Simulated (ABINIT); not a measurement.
A self-consistent single point of a (111) slab of Li2O (cut from a parent of space group no. 225; 6 atoms in the cell) with ABINIT.

Method: LDA (PW92), norm-conserving pseudopotentials (PseudoDojo nc-sr-04 LDA standard) (plane waves; ABINIT).

```
CELL_PARAMETERS angstrom
      3.25050     0.00000     0.00000
      1.62525     2.81501     0.00000
      0.00000     0.00000    17.98101
ATOMIC_POSITIONS crystal
  Li 0.33333 0.33333 0.38930
  Li 0.00000 0.00000 0.46310
  Li 0.66667 0.66667 0.53690
  Li 0.33333 0.33333 0.61070
  O  0.66667 0.66667 0.42620
  O  0.00000 0.00000 0.57380
```

Reference input (self-consistent single point, DFT, LDA (PW92), plane waves, norm-conserving pseudopotentials (PseudoDojo nc-sr-04 LDA standard)): pseudos = [Li.upf, O.upf]; ecut = 1143 eV; occopt = 3; tsmear = 0.00073499 Ha; ngkpt = 4 4 1; nshiftk = 1; shiftk = 0 0 0; potentials = PseudoDojo nc-sr-04 LDA standard; nband = 17; kptopt = 1; nstep = 80; tolvrs = 1e-08. This run's input differs from it in these lines:

```diff
@@ -20,3 +20,3 @@
       Angstrom
-ecut 1143 eV
+ecut 680 eV
 occopt 3
```

Log, with long lists cut:

```
--- !BeginCycle
solver: {iscf: 7, nstep: 80, nline: 4, wfoptalg: 0, }
tolerances: {tolvrs: 1.00E-08, }
...

     iter   Etot(hartree)      deltaE(h)  residm     vres2
 ETOT  1  -61.156181773799    -6.116E+01 1.309E-01 7.946E+03
 ETOT  2  -61.085605797661     7.058E-02 3.490E-03 4.541E+03
 ETOT  3  -61.614668660381    -5.291E-01 5.676E-03 4.282E+03
 ETOT  4  -61.646932338677    -3.226E-02 1.983E-03 1.385E+03
 ETOT  5  -61.648015444971    -1.083E-03 2.630E-04 1.057E+03
   [... 11 lines left out ...]
 ETOT 17  -61.650213633525    -6.537E-12 1.930E-11 7.802E-07
 ETOT 18  -61.650213633529    -3.702E-12 5.172E-12 2.419E-07
 ETOT 19  -61.650213633539    -1.030E-11 2.082E-12 3.488E-08
 ETOT 20  -61.650213633523     1.657E-11 2.286E-13 4.354E-09
 At SCF step   20       vres2   =  4.35E-09 < tolvrs=  1.00E-08 =>converged.

 Cartesian components of stress tensor (hartree/bohr^3)
  sigma(1 1)=  4.60889599E-04  sigma(3 2)=  0.00000000E+00
  sigma(2 2)=  4.60889599E-04  sigma(3 1)=  0.00000000E+00
  sigma(3 3)=  3.81870763E-04  sigma(2 1)= -2.21597480E-14

 ----iterations are completed or convergence reached----

 reduced coordinates (array xred) for    6 atoms
       0.333333333329      0.333333333321      0.389300000000
      -0.000000000004     -0.000000000012      0.463099000001
       0.666666666662      0.666666666655      0.536900999999
       0.333333333329      0.333333333321      0.610700000000
       0.666666666662      0.666666666655      0.426200000000
       0.999999999996     -0.000000000012      0.573800000000
 cartesian forces (eV/Angstrom) at end:
   [... lines left out ...]
 Fermi (or HOMO) energy (eV) =  -1.85071   Average Vxc (eV)=  -3.89637
   [... lines left out ...]
total_energy        : -6.16502136335228E+01
total_energy_eV     : -1.67758762823279E+03
band_energy         : -1.73345514659941E+01
...

-Cartesian components of stress tensor (GPa)         [Pressure= -1.2785E+01 GPa]
- sigma(1 1)=  1.35598379E+01  sigma(3 2)=  0.00000000E+00
- sigma(2 2)=  1.35598379E+01  sigma(3 1)=  0.00000000E+00
- sigma(3 3)=  1.12350238E+01  sigma(2 1)= -6.51962184E-10

 Calculation completed.
```

The run converged in 20 iterations. Against the reference run the free energy goes up by 312 meV/atom, the largest force moves little (0.352 to 0.344 eV/Å) and the gap on the mesh goes from 2.777 to 2.761 eV.

The starting cell has typed, rounded lattice constants, without a prior relaxation at this level. The slab is cut from that crystal, and its faces are unrelaxed. Its lattice was rescaled by up to half a per cent. Spin polarisation is off, though cut faces can carry moments; a gap of a slab can lie between surface states.

Cost on one core of a shared machine: roughly 30 s.
